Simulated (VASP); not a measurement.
# SnO2 (Cassiterite) (P4_2/mnm) in VASP: notebook

One crystal, SnO2 (Cassiterite), is run at these levels: PBE; tasks: dielectric tensor.

All numbers are computed with VASP 6.6.1; they aren't measurements. Logs are shortened: lines on timing, memory, paths and dates and some standing lists are left out, and cuts for length are marked.

## 1. The structure

Symmetry: P4_2/mnm, No. 136, tetragonal system. Conventional cell: a = 4.738 Å, b = 4.738 Å, c = 3.187 Å, α = 90.00°, β = 90.00°, γ = 90.00°. Sn (site symmetry mmm) has 6 O at 2.05 to 2.06 Å as nearest neighbours. O (site symmetry m2m) is surrounded by 3 Sn at 2.05 to 2.06 Å.

## 2. Dielectric tensor, PBE

The input, INCAR:

```
SYSTEM = SnO2
ALGO = Normal
EDIFF = 1E-8
ENCUT = 650
GGA = PE
ISIF = 2
ISMEAR = 0
LASPH = .TRUE.
LCHARG = .FALSE.
LEPSILON = .TRUE.
LREAL = .FALSE.
LWAVE = .FALSE.
NELM = 100
PREC = Accurate
SIGMA = 0.01
```

The input, KPOINTS:

```
k-points
0
G
  3 3 4
  0 0 0
```

The input, POSCAR:

```
SnO2
1.0
    4.7380000000      0.0000000000      0.0000000000
    0.0000000000      4.7380000000      0.0000000000
    0.0000000000      0.0000000000      3.1865000000
Sn O
2 4
Direct
    0.5000000000      0.5000000000      0.5000000000
    0.0000000000      0.0000000000      0.0000000000
    0.8071000000      0.1929000000      0.5000000000
    0.6929000000      0.6929000000      0.0000000000
    0.1929000000      0.8071000000      0.5000000000
    0.3071000000      0.3071000000      0.0000000000
```

Potentials or basis: VASP PAW PBE potentials, release 64 (Sn_d, O).

The run is started by

```console
$ cat potpaw_PBE.64/Sn_d/POTCAR potpaw_PBE.64/O/POTCAR > POTCAR
$ mpirun -np 1 vasp_std > vasp.out
```

OUTCAR:

```text
SYSTEM = SnO2
   EDIFF = 1E-8
   ENCUT = 650
   GGA = PE
   ISIF = 2
   ISMEAR = 0
   LASPH = .TRUE.
   LEPSILON = .TRUE.
   LREAL = .FALSE.
   NELM = 100
   PREC = Accurate

 Found      9 irreducible k-points:

 Following reciprocal coordinates:
            Coordinates               Weight
  0.000000  0.000000  0.000000      1.000000
  0.333333  0.000000  0.000000      4.000000
  0.333333  0.333333  0.000000      4.000000
  0.000000  0.000000  0.250000      2.000000
  0.333333  0.000000  0.250000      8.000000
  0.333333  0.333333  0.250000      8.000000
   k-points           NKPTS =      9   k-points in BZ     NKDIM =      9   number of bands    NBANDS=     31
   number of dos      NEDOS =    301   number of ions     NIONS =      6
   total plane-waves  NPLWV =  44800
   dimension x,y,z NGX =    40 NGY =   40 NGZ =   28
   dimension x,y,z NGXF=    80 NGYF=   80 NGZF=   56
   ions per type =               2   4
   NGX,Y,Z   is equivalent  to a cutoff of  14.04, 14.04, 14.61 a.u.
   NGXF,Y,Z  is equivalent  to a cutoff of  28.07, 28.07, 29.22 a.u.
 SYSTEM =  SnO2
   PREC   = accura    normal or accurate (medium, high low for compatibility)
   ISTART =      0    job   : 0-new  1-cont  2-samecut
   ICHARG =      2    charge: 1-file 2-atom 10-const
   ISPIN  =      1    spin polarized calculation?
   LNONCOLLINEAR =      F non collinear calculations
   LSORBIT =      F    spin-orbit coupling
   LASPH  =      T    aspherical Exc in radial PAW
   ENCUT  =  650.0 eV  47.77 Ry    6.91 a.u.   9.85  9.85  6.62*2*pi/ulx,y,z
   NELM   =    100;   NELMIN=  2; NELMDL= -5     # of ELM steps
   EDIFF  = 0.1E-07   stopping-criterion for ELM
   LREAL  =      F    real-space projection
   EDIFFG = 0.1E-06   stopping-criterion for IOM
   NSW    =      0    number of steps for IOM
   IBRION =     -1    ionic relax: 0-MD 1-quasi-New 2-CG
   NFREE  =      0    steps in history (QN), initial steepest desc. (CG)
   ISIF   =      2    stress and relaxation
   ISYM   =      2    0-nonsym 1-usesym 2-fastsym
   POTIM  = 0.5000    time-step for ionic-motion
   TEBEG  =    0.0;   TEEND  =   0.0 temperature during run
   PSTRESS=    0.0 pullay stress
   NELECT =      52.0000    total number of electrons
   NUPDOWN=      -1.0000    fix difference up-down
   EMIN   =  10.00;   EMAX   =-10.00  energy-range for DOS
   EFERMI =   0.00;   METHOD = LEGACY
   ISMEAR =     0;   SIGMA  =   0.01  broadening in eV -4-tet -1-fermi 0-gaus
   EFERMI_NEDOS =   21; number of points for ismear=-14 and -15
   IALGO  =     38    algorithm
   IMIX   =      4    mixing-type and parameters
     AMIX     =   0.40;   BMIX     =  1.00
     AMIX_MAG =   1.60;   BMIX_MAG =  1.00
  volume/ion in A,a.u.               =      11.92        80.45
  Fermi-wavevector in a.u.,A,eV,Ry     =   1.472000  2.781677 29.480903  2.166785
  Thomas-Fermi vector in A             =   2.587068
   LORBIT       =      0    0 simple, 1 ext, 2 COOP (PROOUT), +10 PAW based schemes
   GGA     = PE    functional components
   LHFCALC =     F    Hartree Fock is set to
   AEXX    =    0.0000 exact exchange contribution
   IVDW    =     0    specifies the selected vdW correction
   LEPSILON=     T    determine dielectric tensor
   LRPA    =     F    only Hartree local field effects (RPA)
 non-spin polarized calculation
 Gauss-broadening in eV      SIGMA  =   0.01
  energy-cutoff  :      650.00
  volume of cell :       71.53
 maximum number of plane-waves:      2708
 NGX is ok and might be reduce to    40
   NGX = 19   NGY = 19   NGZ = 13

--------------------------------------- Ionic step        1  -------------------------------------------

 number of electron      52.0000000 magnetization

 E-fermi :   6.1977     XC(G=0): -11.2563

 val. band max:        6.1443392514   @ k =   0.0000   0.0000   0.0000
 cond. band min:       7.4152608523   @ k =   0.0000   0.0000   0.0000
 fundamental gap:      1.2709216009
 Fermi energy:         6.1976633211

 k-point     1 :       0.0000    0.0000    0.0000
  band No.  band energies     occupation
      1     -14.9652      2.00000
      2     -14.1880      2.00000
      3     -13.9061      2.00000
      4     -13.8835      2.00000
      5     -13.8835      2.00000
      6     -13.8038      2.00000
[... 23 lines left out ...]
     30      12.4933      0.00000
     31      16.6315      0.00000

 k-point     2 :       0.3333    0.0000    0.0000
  band No.  band energies     occupation
      1     -14.7978      2.00000
      2     -14.3927      2.00000
      3     -13.9060      2.00000
      4     -13.8899      2.00000
      5     -13.8778      2.00000
      6     -13.8777      2.00000
[... 23 lines left out ...]
     30      13.1104      0.00000
     31      17.1241      0.00000

 k-point     3 :       0.3333    0.3333    0.0000
  band No.  band energies     occupation
      1     -14.7588      2.00000
      2     -14.5647      2.00000
      3     -13.8943      2.00000
      4     -13.8854      2.00000
      5     -13.8813      2.00000
      6     -13.8788      2.00000
[... 23 lines left out ...]
     30      13.4806      0.00000
     31      16.8440      0.00000

 k-point     4 :       0.0000    0.0000    0.2500
  band No.  band energies     occupation
      1     -14.6892      2.00000
      2     -14.3558      2.00000
      3     -14.3558      2.00000
      4     -13.9364      2.00000
      5     -13.8104      2.00000
      6     -13.8002      2.00000
[... 23 lines left out ...]
     30      14.5802      0.00000
     31      15.0252      0.00000

 k-point     5 :       0.3333    0.0000    0.2500
  band No.  band energies     occupation
      1     -14.6791      2.00000
      2     -14.5358      2.00000
      3     -14.2010      2.00000
      4     -13.9662      2.00000
      5     -13.7947      2.00000
      6     -13.7892      2.00000
[... 23 lines left out ...]
     30      14.8613      0.00000
     31      15.2506      0.00000

 k-point     6 :       0.3333    0.3333    0.2500
  band No.  band energies     occupation
      1     -14.6192      2.00000
      2     -14.4341      2.00000
      3     -14.3644      2.00000
      4     -14.1116      2.00000
      5     -13.7929      2.00000
      6     -13.7789      2.00000
[... 23 lines left out ...]
     30      14.9842      0.00000
     31      15.4779      0.00000

 [... further k-points ...]

  FORCE on cell =-STRESS in cart. coord.  units (eV):
  Direction    XX          YY          ZZ          XY          YZ          ZX
  --------------------------------------------------------------------------------------
  -------------------------------------------------------------------------------------
  Total        4.6062258      4.6062258      6.1101225      0.0000000      0.0000000      0.0000000
  in kB      103.1696058    103.1696058    136.8536752      0.0000000      0.0000000      0.0000000
  external PRESSURE =     114.3976289 kB  Pullay stress =       0.0000000 kB

 VOLUME and BASIS-vectors are now :
 -----------------------------------------------------------------------------
  energy-cutoff  :      650.00
  volume of cell :       71.53
      direct lattice vectors                 reciprocal lattice vectors
     4.738000000  0.000000000  0.000000000     0.211059519  0.000000000  0.000000000
     0.000000000  4.738000000  0.000000000     0.000000000  0.211059519  0.000000000
     0.000000000  0.000000000  3.186500000     0.000000000  0.000000000  0.313823945

 POSITION                                       TOTAL-FORCE (eV/Angst)
 -----------------------------------------------------------------------------------
      2.36900      2.36900      1.59325         0.000000     -0.000000      0.000000
      0.00000      0.00000      0.00000         0.000000     -0.000000      0.000000
      3.82404      0.91396      1.59325        -0.208093      0.208093      0.000000
      3.28296      3.28296      0.00000         0.208093      0.208093      0.000000
      0.91396      3.82404      1.59325         0.208093     -0.208093      0.000000
      1.45504      1.45504      0.00000        -0.208093     -0.208093     -0.000000
 -----------------------------------------------------------------------------------
    total drift:                               -0.000000     -0.000000      0.000000

  FREE ENERGIE OF THE ION-ELECTRON SYSTEM (eV)
  ---------------------------------------------------
  free  energy   TOTEN  =       -37.1628131140 eV

  energy  without entropy=      -37.1628131140  energy(sigma->0) =      -37.16281311

 HEAD OF MICROSCOPIC STATIC DIELECTRIC TENSOR (INDEPENDENT PARTICLE, excluding Hartree and local field effects)
 ------------------------------------------------------
           4.917561     0.000000     0.000000
          -0.000000     4.917561     0.000000
           0.000000     0.000000     4.978242
 ------------------------------------------------------

 Free energy of the ion-electron system (eV)
  ---------------------------------------------------
  ---------------------------------------------------
  free energy    TOTEN  =        -0.80689945 eV

  energy without entropy =       -0.80689945

------------------------ aborting loop because EDIFF is reached ----------------------------------------

--------------------------------------- Ionic step        2  -------------------------------------------

------------------------ aborting loop because EDIFF is reached ----------------------------------------

--------------------------------------- Ionic step        3  -------------------------------------------

 Free energy of the ion-electron system (eV)
  ---------------------------------------------------
  ---------------------------------------------------
  free energy    TOTEN  =        -0.82154163 eV

  energy without entropy =       -0.82154163

------------------------ aborting loop because EDIFF is reached ----------------------------------------

 PIEZOELECTRIC TENSOR FIELD DIRECTION 3  (e Angst)
 -----------------------------------------------------------------------------
     0.00079 -0.00000  0.00000           ( -0.00000  0.00000  0.00000)
     0.00000  0.00079  0.00000           (  0.00000 -0.00000  0.00000)
     0.00000  0.00000 -0.00275           (  0.00000  0.00000 -0.00011)

 PIEZOELECTRIC TENSOR FIELD DIRECTION 3  (C/m^2)
 -----------------------------------------------------------------------------
     0.00018 -0.00000  0.00000
     0.00000  0.00018  0.00000
     0.00000  0.00000 -0.00062

 MACROSCOPIC STATIC DIELECTRIC TENSOR (including local field effects in DFT)
 ------------------------------------------------------
           4.841997    -0.000000     0.000000
           0.000000     4.841997     0.000000
           0.000000     0.000000     4.893236
 ------------------------------------------------------

 PIEZOELECTRIC TENSOR (including local field effects)  for field in x, y, z        (e  Angst)
          XX          YY          ZZ          XY          YZ          ZX
  --------------------------------------------------------------------------------
  x     0.00000     0.00000     0.00000     0.00000     0.00000     0.00000
  y     0.00000     0.00000     0.00000     0.00000     0.00000     0.00000
  z     0.00000     0.00000     0.00000     0.00000     0.00000     0.00000

 PIEZOELECTRIC TENSOR (including local field effects)  for field in x, y, z        (C/m^2)
          XX          YY          ZZ          XY          YZ          ZX
  --------------------------------------------------------------------------------
  x     0.00000     0.00000     0.00000     0.00000     0.00000     0.00000
  y     0.00000     0.00000     0.00000     0.00000     0.00000     0.00000
  z     0.00000     0.00000     0.00000     0.00000     0.00000     0.00000

 BORN EFFECTIVE CHARGES (including local field effects) (in |e|, cummulative output)
 ---------------------------------------------------------------------------------
 ion    1
    1     4.08127    -0.44704     0.00000
    2    -0.44704     4.08127     0.00000
    3     0.00000     0.00000     4.49806
 ion    2
    1     4.08127     0.44704     0.00000
    2     0.44704     4.08127     0.00000
    3     0.00000     0.00000     4.49806
 ion    3
    1    -2.04063     0.73751     0.00000
    2     0.73751    -2.04063     0.00000
    3     0.00000     0.00000    -2.24903
 ion    4
    1    -2.04063    -0.73751     0.00000
    2    -0.73751    -2.04063     0.00000
    3     0.00000     0.00000    -2.24903
 ion    5
    1    -2.04063     0.73751     0.00000
    2     0.73751    -2.04063     0.00000
    3     0.00000     0.00000    -2.24903
 ion    6
    1    -2.04063    -0.73751     0.00000
    2    -0.73751    -2.04063     0.00000
    3     0.00000     0.00000    -2.24903
```

Run time: 3 min. Hardware: 1 thread of Intel Xeon Platinum 8488C (Sapphire Rapids), shared host; peak memory 0.28 GiB.

The run converged, but some of its settings lie outside the range that counts as converged, so its numbers aren't taken as properties of the crystal.

What came out:

- Band gap on the k mesh: 1.27 eV, direct
- Electronic dielectric tensor (diagonal): 4.84, 4.84, 4.89
- Born charges (mean of the diagonal): Sn +4.22; O -2.11 e

Caveat: the k mesh is coarse (spacing up to 0.49 Å⁻¹), so the values aren't converged; spin-orbit coupling is left out, which moves the levels of the heavy elements.

## 3. Dielectric tensor, PBE

INCAR: that of step 2 with these lines changed.

```diff
@@ -3,3 +3,3 @@
 EDIFF = 1E-8
-ENCUT = 650
+ENCUT = 520
 GGA = PE
```

The input, KPOINTS:

```
k-points
0
G
  4 4 5
  0 0 0
```

POSCAR is that of step 2.

Potentials or basis: VASP PAW PBE potentials, release 64 (Sn_d, O).

The run is started by

```console
$ cat potpaw_PBE.64/Sn_d/POTCAR potpaw_PBE.64/O/POTCAR > POTCAR
$ mpirun -np 1 vasp_std > vasp.out
```

OUTCAR:

```text
SYSTEM = SnO2
   EDIFF = 1E-8
   ENCUT = 520
   GGA = PE
   ISIF = 2
   ISMEAR = 0
   LASPH = .TRUE.
   LEPSILON = .TRUE.
   LREAL = .FALSE.
   NELM = 100
   PREC = Accurate

 Found     18 irreducible k-points:

 Following reciprocal coordinates:
            Coordinates               Weight
  0.000000  0.000000  0.000000      1.000000
  0.250000  0.000000  0.000000      4.000000
  0.500000  0.000000  0.000000      2.000000
  0.250000  0.250000  0.000000      4.000000
  0.500000  0.250000  0.000000      4.000000
  0.500000  0.500000  0.000000      1.000000
   k-points           NKPTS =     18   k-points in BZ     NKDIM =     18   number of bands    NBANDS=     31
   number of dos      NEDOS =    301   number of ions     NIONS =      6
   total plane-waves  NPLWV =  31104
   dimension x,y,z NGX =    36 NGY =   36 NGZ =   24
   dimension x,y,z NGXF=    72 NGYF=   72 NGZF=   48
   ions per type =               2   4
   NGX,Y,Z   is equivalent  to a cutoff of  12.63, 12.63, 12.52 a.u.
   NGXF,Y,Z  is equivalent  to a cutoff of  25.26, 25.26, 25.04 a.u.
 SYSTEM =  SnO2
   PREC   = accura    normal or accurate (medium, high low for compatibility)
   ISTART =      0    job   : 0-new  1-cont  2-samecut
   ICHARG =      2    charge: 1-file 2-atom 10-const
[... 330 lines left out ...]
 -----------------------------------------------------------------------------
     0.00108 -0.00000  0.00000           ( -0.00001  0.00000  0.00000)
    -0.00000  0.00108  0.00000           (  0.00000 -0.00001  0.00000)
     0.00000  0.00000 -0.00366           (  0.00000  0.00000 -0.00014)

 PIEZOELECTRIC TENSOR FIELD DIRECTION 3  (C/m^2)
 -----------------------------------------------------------------------------
     0.00024 -0.00000  0.00000
    -0.00000  0.00024  0.00000
     0.00000  0.00000 -0.00082

 MACROSCOPIC STATIC DIELECTRIC TENSOR (including local field effects in DFT)
 ------------------------------------------------------
           4.443150     0.000000     0.000000
           0.000000     4.443150     0.000000
           0.000000     0.000000     4.669841
 ------------------------------------------------------

 PIEZOELECTRIC TENSOR (including local field effects)  for field in x, y, z        (e  Angst)
          XX          YY          ZZ          XY          YZ          ZX
  --------------------------------------------------------------------------------
  x     0.00000     0.00000     0.00000     0.00000     0.00000     0.00000
  y     0.00000     0.00000     0.00000     0.00000     0.00000     0.00000
  z     0.00000     0.00000     0.00000     0.00000     0.00000     0.00000

 PIEZOELECTRIC TENSOR (including local field effects)  for field in x, y, z        (C/m^2)
          XX          YY          ZZ          XY          YZ          ZX
  --------------------------------------------------------------------------------
  x     0.00000     0.00000     0.00000     0.00000     0.00000     0.00000
  y     0.00000     0.00000     0.00000     0.00000     0.00000     0.00000
  z     0.00000     0.00000     0.00000     0.00000     0.00000     0.00000

 BORN EFFECTIVE CHARGES (including local field effects) (in |e|, cummulative output)
 ---------------------------------------------------------------------------------
 ion    1
    1     4.08158    -0.44685     0.00000
    2    -0.44685     4.08158     0.00000
    3     0.00000     0.00000     4.47630
 ion    2
    1     4.08158     0.44685     0.00000
    2     0.44685     4.08158     0.00000
    3     0.00000     0.00000     4.47630
 ion    3
    1    -2.04079     0.70486     0.00000
    2     0.70486    -2.04079     0.00000
    3     0.00000     0.00000    -2.23815
 ion    4
    1    -2.04079    -0.70486     0.00000
    2    -0.70486    -2.04079     0.00000
    3     0.00000     0.00000    -2.23815
 ion    5
    1    -2.04079     0.70486     0.00000
    2     0.70486    -2.04079     0.00000
    3     0.00000     0.00000    -2.23815
 ion    6
    1    -2.04079    -0.70486     0.00000
    2    -0.70486    -2.04079     0.00000
    3     0.00000     0.00000    -2.23815
```

Run time: 3.6 min. Hardware: 1 thread of Intel Xeon Platinum 8488C (Sapphire Rapids), shared host; peak memory 0.3 GiB.

These settings aren't checked as converged: the numbers below hold their error.

Results:

- Band gap on the k mesh: 1.27 eV, direct
- Electronic dielectric tensor (diagonal): 4.44, 4.44, 4.67
- Born charges (mean of the diagonal): Sn +4.21; O -2.11 e

Caveat: spin-orbit coupling is left out, which moves the levels of the heavy elements.

## 4. For comparison

An earlier run on the cell as given: functional PBEsol; potentials or basis VASP PAW PBE potentials, release 64 (Sn_d, O); cutoff 520 eV; k mesh 6 × 6 × 8; occupations fermi-dirac, width 0.05 eV; no spin polarisation.

- Pressure: 5.4 GPa
- Largest force: 0.229 eV/Å
- Band gap on the k mesh: 1.18 eV, direct
